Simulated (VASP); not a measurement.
# W: single point with PBE

Crystal: W.

```
CELL_PARAMETERS angstrom
2.78515 0.00000 0.00000
-1.39258 2.41201 0.00000
0.00000 0.00000 9.83610
ATOMIC_POSITIONS crystal
W 0.00000 0.00000 0.00000
W 0.00000 0.00000 0.50000
W 0.33333 0.66667 0.75000
W 0.66667 0.33333 0.25000
```

The cell was built by a generator and needn't be a form met in nature.

```
Program                : VASP 6.6.1
Task                   : single point
Functional             : PBE
Potentials or basis    : VASP PAW PBE potentials, release 64 (W_sv)
Cutoff                 : 520 eV
k mesh                 : 9 × 9 × 2
Occupations            : gaussian, width 0.1 eV
Spin                   : no spin polarisation
Dipole correction      : no
Further INCAR settings : ALGO = Normal; EDIFF = 1e-07; NBANDS = 36
```

The pressure is 0.5 GPa and the band gap on the k mesh is none (metal or under the smearing width).

Stress tensor (GPa, compression positive):
```
0.55 0.00 0.00
0.00 0.55 0.00
0.00 0.00 0.46
```

Levels at points of the mesh, in eV from the Fermi level:
| k point | band 26 | band 27 | band 28 | band 29 | band 30 | band 31 |
| --- | --- | --- | --- | --- | --- | --- |
| (0.00, 0.00, 0.00) | -0.43 | -0.43 | -0.25 | -0.15 | -0.15 | 0.01 |
| (0.00, 0.00, 0.50) | -0.45 | -0.45 | -0.45 | -0.14 | -0.14 | -0.14 |

Wall time 56 s on 1 thread of AMD EPYC 7R13 Processor (Zen 3) (shared host), peak memory 0.19 GiB.

Spin-orbit coupling is left out, which matters for the levels of W.
